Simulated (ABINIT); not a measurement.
# Ta (Im-3m) in ABINIT: further runs

The runs below take Ta through single point, relaxation of cell and atoms, with PBE.

Everything below comes from runs of ABINIT 10.8.3 (patched build). Logs are shortened: lines on timing, memory, paths and dates and some standing lists are left out, and cuts for length are marked. The log counts tension as positive stress, the text compression.

### Step 1. Starting point

Symmetry: Im-3m, No. 229, cubic system. The conventional cell has a = 3.303 Å, b = 3.303 Å, c = 3.303 Å, α = 90.00°, β = 90.00°, γ = 90.00°. Ta (site symmetry m-3m) has 8 Ta at 2.86 Å as nearest neighbours.

### Step 2. Single point, PBE

File run.abi:

```
# Pseudopotentials
pp_dirpath "./"
pseudos "Ta.upf"

# Structure
acell 3*1.0 Angstrom
rprim
    -1.6512800000     1.6512800000     1.6512800000
     1.6512800000    -1.6512800000     1.6512800000
     1.6512800000     1.6512800000    -1.6512800000
ntypat 1
znucl 73
natom 1
typat 1
xred
     0.0000000000     0.0000000000     0.0000000000

# Plane-wave basis
ecut 707.496042 eV

# k points
kptopt 1
ngkpt 8 8 8
nshiftk 1
shiftk 0.0 0.0 0.0

# Exchange and correlation
ixc 11

# Bands and occupations
nband 11
occopt 3
tsmear 0.00183747

# SCF cycle
nstep 100
tolvrs 1.0e-10

# Output
iomode 3
prtwf 0
prtden 0
prteig 0
prtebands 0
enunit 1
```

Potentials or basis: PseudoDojo NC SR PBE v0.4.1 standard.

Run with:

```bash
$ mpirun --bind-to none -np 4 abinit run.abi > log 2>&1
```

run.abo:

```text
.Version 10.8.3 of ABINIT
 Symmetries : space group Im -3 m (#229); Bravais cI (body-center cubic)
================================================================================
 Values of the parameters that define the memory need of the present run
     intxc =       0    ionmov =       0      iscf =       7    lmnmax =       8
     lnmax =       8     mgfft =      27  mpssoang =       4    mqgrid =    3001
     natom =       1  nloc_mem =       1    nspden =       1   nspinor =       1
    nsppol =       1      nsym =      48    n1xccc =    2501    ntypat =       1
    occopt =       3   xclevel =       2
       mpw =         784          nfft =       19683          nkpt =          29
================================================================================
================================================================================

--------------------------------------------------------------------------------
------------- Echo of variables that govern the present computation ------------
--------------------------------------------------------------------------------
 -outvars: echo values of preprocessed input variables --------
            acell      1.8897261259E+00  1.8897261259E+00  1.8897261259E+00 Bohr
              amu      1.80947900E+02
             ecut      2.60000000E+01 Hartree
           enunit           1
              ixc          11
         kptrlatt        8    0    0      0    8    0      0    0    8
          kptrlen      4.32384585E+01
            natom           1
            nband          11
            ngfft          27      27      27
             nkpt          29
            nstep         100
             nsym          48
           ntypat           1
           occopt           3
           prtden           0
        prtebands           0
           prteig           0
            prtwf           0
            rprim     -1.6512800000E+00  1.6512800000E+00  1.6512800000E+00
                       1.6512800000E+00 -1.6512800000E+00  1.6512800000E+00
                       1.6512800000E+00  1.6512800000E+00 -1.6512800000E+00
          spgroup         229
           tolvrs      1.00000000E-10
           tsmear      1.83747000E-03 Hartree
            typat      1
            znucl       73.00000

================================================================================

 chkinp: Checking input parameters for consistency.

================================================================================
== DATASET  1 ==================================================================

--- !DatasetInfo
iteration_state: {dtset: 1, }
dimensions: {natom: 1, nkpt: 29, mband: 11, nsppol: 1, nspinor: 1, nspden: 1, mpw: 784, }
cutoff_energies: {ecut:  26.0, pawecutdg:  -1.0, }
electrons: {nelect:   1.30000000E+01, charge:   0.00000000E+00, occopt:   3.00000000E+00, tsmear:   1.83747000E-03, }
meta: {optdriver: 0, ionmov: 0, optcell: 0, iscf: 7, paral_kgb: 0, }
...

[... 56 lines left out ...]
etotal    :  -6.51044587E+01
entropy   :   0.00000000E+00
fermie    :   5.00655026E-01
cartesian_stress_tensor: # hartree/bohr^3
- [ -2.50407985E-05,   0.00000000E+00,   0.00000000E+00, ]
- [  0.00000000E+00,  -2.50407985E-05,   0.00000000E+00, ]
- [  0.00000000E+00,   0.00000000E+00,  -2.50407985E-05, ]
pressure_GPa:   7.3673E-01
xred      :
- [  0.0000E+00,   0.0000E+00,   0.0000E+00, Ta]
cartesian_forces: # hartree/bohr
- [ -0.00000000E+00,  -0.00000000E+00,  -0.00000000E+00, ]
force_length_stats: {min:   0.00000000E+00, max:   0.00000000E+00, mean:   0.00000000E+00, }
...

 Integrated electronic density in atomic spheres:
 ------------------------------------------------
 Atom  Sphere_radius  Integrated_density
    1        2.00000          9.31186214
================================================================================

 ----iterations are completed or convergence reached----

 Mean square residual over all n,k,spin=   64.537E-08; max=  78.170E-06
 reduced coordinates (array xred) for    1 atoms
       0.000000000000      0.000000000000      0.000000000000
 rms dE/dt=  0.0000E+00; max dE/dt=  0.0000E+00; dE/dt below (all hartree)
    1       0.000000000000      0.000000000000      0.000000000000

 cartesian coordinates (angstrom) at end:
    1      0.00000000000000     0.00000000000000     0.00000000000000

 cartesian forces (hartree/bohr) at end:
    1     -0.00000000000000    -0.00000000000000    -0.00000000000000
 frms,max,avg= 0.0000000E+00 0.0000000E+00   0.000E+00  0.000E+00  0.000E+00 h/b

 cartesian forces (eV/Angstrom) at end:
    1     -0.00000000000000    -0.00000000000000    -0.00000000000000
 frms,max,avg= 0.0000000E+00 0.0000000E+00   0.000E+00  0.000E+00  0.000E+00 e/A
 length scales=  1.889726125908  1.889726125908  1.889726125908 bohr
              =  1.000000000000  1.000000000000  1.000000000000 angstroms
 Fermi (or HOMO) energy (eV) =  13.62352   Average Vxc (eV)= -13.09318
 Eigenvalues (   eV  ) for nkpt=  29  k points:
 kpt#   1, nband= 11, wtk=  0.00195, kpt=  0.0000  0.0000  0.0000 (reduced coord)
 -53.51179  -19.42590  -19.42590  -19.42590    5.68963   14.35289   14.35289   14.35289
  17.62692   17.62692   28.19568
 prteigrs : prtvol=0 or 1, do not print more k-points.

--- !EnergyTerms
iteration_state     : {dtset: 1, }
comment             : Components of total free energy in Hartree
kinetic             :  1.71679341155578E+01
hartree             :  7.33633323522916E+00
xc                  : -1.48104262257452E+01
Ewald energy        : -4.92739116777256E+01
psp_core            :  2.31956738077243E+00
local_psp           : -3.24884012375286E+01
non_local_psp       :  4.64471903878788E+00
internal            : -6.51041853706521E+01
'-kT*entropy'       : -2.73324003394805E-04
total_energy        : -6.51044586946555E+01
total_energy_eV     : -1.77158257187579E+03
band_energy         : -6.20778457161116E+00
...

 Cartesian components of stress tensor (hartree/bohr^3)
  sigma(1 1)= -2.50407985E-05  sigma(3 2)=  0.00000000E+00
  sigma(2 2)= -2.50407985E-05  sigma(3 1)=  0.00000000E+00
  sigma(3 3)= -2.50407985E-05  sigma(2 1)=  0.00000000E+00

-Cartesian components of stress tensor (GPa)         [Pressure=  7.3673E-01 GPa]
- sigma(1 1)= -7.36725726E-01  sigma(3 2)=  0.00000000E+00
- sigma(2 2)= -7.36725726E-01  sigma(3 1)=  0.00000000E+00
- sigma(3 3)= -7.36725726E-01  sigma(2 1)=  0.00000000E+00

== END DATASET(S) ==============================================================
================================================================================

 -outvars: echo values of variables after computation  --------
            acell      1.8897261259E+00  1.8897261259E+00  1.8897261259E+00 Bohr
           etotal     -6.5104458695E+01
            fcart     -0.0000000000E+00 -0.0000000000E+00 -0.0000000000E+00
            rprim     -1.6512800000E+00  1.6512800000E+00  1.6512800000E+00
                       1.6512800000E+00 -1.6512800000E+00  1.6512800000E+00
                       1.6512800000E+00  1.6512800000E+00 -1.6512800000E+00
           strten     -2.5040798463E-05 -2.5040798463E-05 -2.5040798463E-05
                       0.0000000000E+00  0.0000000000E+00  0.0000000000E+00
 Calculation completed.
```

It took 2.9 s on 4 MPI ranks of Arm Neoverse V1, shared host; peak memory 0.24 GiB.

What came out:

```yaml
Free_energy: -1771.5826 eV
Pressure: 0.7 GPa
Band_gap_on_the_k_mesh: none (metal or under the smearing width)
Valence_electrons_inside_the_program's_atomic_spheres: Ta 9.31 (radii [1.0584] Å)
```

### Step 3. Relaxation of cell and atoms, PBE

Edit run.abi of step 2 so:

```diff
@@ -14,7 +14,11 @@
 typat 1
+chkprim 0
+chksymtnons 0
+tolsym 1.0e-6
 xred
-     0.0000000000     0.0000000000     0.0000000000
+            0.0            0.0            0.0
 
 # Plane-wave basis
-ecut 707.496042 eV
+ecut 29.0
+ecutsm 0.5
 
@@ -32,7 +36,7 @@
 occopt 3
-tsmear 0.00183747
+tsmear 0.05 eV
 
 # SCF cycle
-nstep 100
-tolvrs 1.0e-10
+nstep 80
+tolvrs 1.0e-12
 
@@ -40,6 +44,12 @@
 iomode 3
+prteig 0
+prtebands 0
 prtwf 0
 prtden 0
-prteig 0
-prtebands 0
-enunit 1
+
+# Relaxation
+ionmov 2
+optcell 2
+ntime 50
+tolmxf 2.0e-5
+dilatmx 1.08
```

Potentials or basis: PseudoDojo NC SR PBE v0.4.1 standard.

Run with:

```bash
$ mpirun --bind-to none -np 4 abinit run.abi > log 2>&1
```

run.abo:

```text
.Version 10.8.3 of ABINIT
 Symmetries : space group Im -3 m (#229); Bravais cI (body-center cubic)
================================================================================
 Values of the parameters that define the memory need of the present run
     intxc =       0    ionmov =       2      iscf =       7    lmnmax =       8
     lnmax =       8     mgfft =      30  mpssoang =       4    mqgrid =    3001
     natom =       1  nloc_mem =       1    nspden =       1   nspinor =       1
    nsppol =       1      nsym =      48    n1xccc =    2501    ntypat =       1
    occopt =       3   xclevel =       2
       mpw =        1165          nfft =       27000          nkpt =          29
================================================================================
================================================================================

--------------------------------------------------------------------------------
------------- Echo of variables that govern the present computation ------------
[... 395 lines left out ...]
 Cartesian components of stress tensor (hartree/bohr^3)
  sigma(1 1)= -9.24578199E-08  sigma(3 2)=  0.00000000E+00
  sigma(2 2)= -9.24578199E-08  sigma(3 1)=  0.00000000E+00
  sigma(3 3)= -9.24578199E-08  sigma(2 1)=  0.00000000E+00

-Cartesian components of stress tensor (GPa)         [Pressure=  2.7202E-03 GPa]
- sigma(1 1)= -2.72020297E-03  sigma(3 2)=  0.00000000E+00
- sigma(2 2)= -2.72020298E-03  sigma(3 1)=  0.00000000E+00
- sigma(3 3)= -2.72020297E-03  sigma(2 1)=  0.00000000E+00

== END DATASET(S) ==============================================================
================================================================================

 -outvars: echo values of variables after computation  --------
            acell      5.4138319480E+00  5.4138319480E+00  5.4138319480E+00 Bohr
           etotal     -6.5104537593E+01
            fcart     -0.0000000000E+00 -0.0000000000E+00 -0.0000000000E+00
            rprim     -5.7735026919E-01  5.7735026919E-01  5.7735026919E-01
                       5.7735026919E-01 -5.7735026919E-01  5.7735026919E-01
                       5.7735026919E-01  5.7735026919E-01 -5.7735026919E-01
           strten     -9.2457819852E-08 -9.2457819872E-08 -9.2457819859E-08
                       0.0000000000E+00  0.0000000000E+00  0.0000000000E+00
 Calculation completed.
```

Wall time 7.4 s (4 MPI ranks of Arm Neoverse V2, shared host); peak memory 0.24 GiB.

Results:

```
Free energy                            : -1771.5847 eV
Relaxed volume                         : 18.10 Å³/atom
Relaxed cell                           : a = 2.865 Å, b = 2.865 Å, c = 2.865 Å, α = 109.47°, β = 109.47°, γ = 109.47°
Space group after relaxing (to 0.05 Å) : Im-3m (No. 229)
Energy gained by relaxing              : 0.3 meV/atom
Ionic steps                            : 3
Pressure after relaxing                : 0.0 GPa
Band gap on the k mesh                 : none (metal or under the smearing width)
```

The path:
| step | energy change (eV) | largest force (eV/Å) | pressure (GPa) | volume (Å³) |
| --- | --- | --- | --- | --- |
| 1 | 0.0000 | 0.0000 | 1.02 | 18.01 |
| 2 | -0.0002 | 0.0000 | 0.38 | 18.07 |
| 3 | -0.0003 | 0.0000 | 0.00 | 18.10 |

Final structure:
```xyz
1
Lattice="-1.6540 1.6540 1.6540 1.6540 -1.6540 1.6540 1.6540 1.6540 -1.6540" Properties=species:S:1:pos:R:3 pbc="T T T"
Ta    0.0000    0.0000    0.0000
```

### Step 4. Single point, PBE (cell relaxed)

File run.abi:

```
# Pseudopotentials
pp_dirpath "./"
pseudos "Ta.upf"

# Structure
acell 3*1.0 Angstrom
rprim
    -1.6540372100     1.6540372100     1.6540372100
     1.6540372100    -1.6540372100     1.6540372100
     1.6540372100     1.6540372100    -1.6540372100
ntypat 1
znucl 73
natom 1
typat 1
xred
     0.0000000000     0.0000000000     0.0000000000
chkprim 0
chksymtnons 0
tolsym 1.0e-6

# Plane-wave basis
ecut 29.0

# k points
kptopt 1
ngkpt 8 8 8
nshiftk 1
shiftk 0.0 0.0 0.0

# Exchange and correlation
ixc 11

# Bands and occupations
nband 11
occopt 3
tsmear 0.00183747

# SCF cycle
nstep 100
tolvrs 1.0e-10

# Output
iomode 3
prtwf 0
prteig 0
prtebands 0
enunit 2
prtden 1
prtvha 1
prtvclmb 1
prtpot 1
prtelf 1
```

Potentials or basis: PseudoDojo NC SR PBE v0.4.1 standard.

Run with:

```bash
$ mpirun --bind-to none -np 4 abinit run.abi > log 2>&1
```

run.abo:

```text
.Version 10.8.3 of ABINIT
 Symmetries : space group Im -3 m (#229); Bravais cI (body-center cubic)
================================================================================
 Values of the parameters that define the memory need of the present run
     intxc =       0    ionmov =       0      iscf =       7    lmnmax =       8
     lnmax =       8     mgfft =      30  mpssoang =       4    mqgrid =    3001
     natom =       1  nloc_mem =       1    nspden =       1   nspinor =       1
    nsppol =       1      nsym =      48    n1xccc =    2501    ntypat =       1
    occopt =       3   xclevel =       2
       mpw =         935          nfft =       27000          nkpt =          29
================================================================================
================================================================================

--------------------------------------------------------------------------------
------------- Echo of variables that govern the present computation ------------
--------------------------------------------------------------------------------
 -outvars: echo values of preprocessed input variables --------
            acell      1.8897261259E+00  1.8897261259E+00  1.8897261259E+00 Bohr
              amu      1.80947900E+02
          chkprim           0
      chksymtnons           0
             ecut      2.90000000E+01 Hartree
           enunit           2
              ixc          11
         kptrlatt        8    0    0      0    8    0      0    0    8
          kptrlen      4.33106555E+01
            natom           1
            nband          11
            ngfft          30      30      30
             nkpt          29
            nstep         100
[... 166 lines left out ...]
 -53.60380  -19.52476  -19.52476  -19.52476    5.62820   14.27299   14.27299   14.27299
  17.52940   17.52940   28.09499
 prteigrs : prtvol=0 or 1, do not print more k-points.

--- !EnergyTerms
iteration_state     : {dtset: 1, }
comment             : Components of total free energy in Hartree
kinetic             :  1.71595350276208E+01
hartree             :  7.36606424216649E+00
xc                  : -1.48073698645132E+01
Ewald energy        : -4.91917741531125E+01
psp_core            :  2.30798684465480E+00
local_psp           : -3.25828823752072E+01
non_local_psp       :  4.64418317397209E+00
internal            : -6.51042571044187E+01
'-kT*entropy'       : -2.81416000249368E-04
total_energy        : -6.51045385204189E+01
total_energy_eV     : -1.77158474404547E+03
band_energy         : -6.24767200786594E+00
...

 Cartesian components of stress tensor (hartree/bohr^3)
  sigma(1 1)=  4.38575984E-07  sigma(3 2)=  0.00000000E+00
  sigma(2 2)=  4.38575984E-07  sigma(3 1)=  0.00000000E+00
  sigma(3 3)=  4.38575984E-07  sigma(2 1)=  0.00000000E+00

-Cartesian components of stress tensor (GPa)         [Pressure= -1.2903E-02 GPa]
- sigma(1 1)=  1.29033509E-02  sigma(3 2)=  0.00000000E+00
- sigma(2 2)=  1.29033509E-02  sigma(3 1)=  0.00000000E+00
- sigma(3 3)=  1.29033509E-02  sigma(2 1)=  0.00000000E+00

== END DATASET(S) ==============================================================
================================================================================

 -outvars: echo values of variables after computation  --------
            acell      1.8897261259E+00  1.8897261259E+00  1.8897261259E+00 Bohr
           etotal     -6.5104538520E+01
            fcart     -0.0000000000E+00 -0.0000000000E+00 -0.0000000000E+00
            rprim     -1.6540372100E+00  1.6540372100E+00  1.6540372100E+00
                       1.6540372100E+00 -1.6540372100E+00  1.6540372100E+00
                       1.6540372100E+00  1.6540372100E+00 -1.6540372100E+00
           strten      4.3857598363E-07  4.3857598361E-07  4.3857598362E-07
                       0.0000000000E+00  0.0000000000E+00  0.0000000000E+00
 Calculation completed.
```

Run time: 3.2 s. Hardware: 4 MPI ranks of Arm Neoverse V2, shared host; peak memory 0.28 GiB.

Results:

```
Free energy                                           : -1771.5847 eV
Pressure                                              : 0.0 GPa
Band gap on the k mesh                                : none (metal or under the smearing width)
Valence electrons inside the program's atomic spheres : Ta 9.26 (radii [1.0584] Å)
```

Spin-orbit coupling is left out, which matters for the levels of Ta.

### Step 5. Overview

```csv
task,cell,cutoff (eV),cell freedom (optcell),optimiser (ionmov),cutoff smearing ecutsm (Ha),force stop (Ha/bohr),gap on the mesh (eV),pressure (GPa)
single point,as given,707,-,-,-,-,none,0.7
relaxation of cell and atoms,relaxed,789,2,2,0.5,2e-05,none,0.0
single point,cell relaxed,789,-,-,-,-,none,0.0
```

Alike in all rows: level PBE; potentials or basis PseudoDojo NC SR PBE v0.4.1 standard; no spin polarisation; k mesh 8 × 8 × 8; smearing fermi-dirac 0.05 eV.

Absolute energies hang on the potentials; compare differences alone.
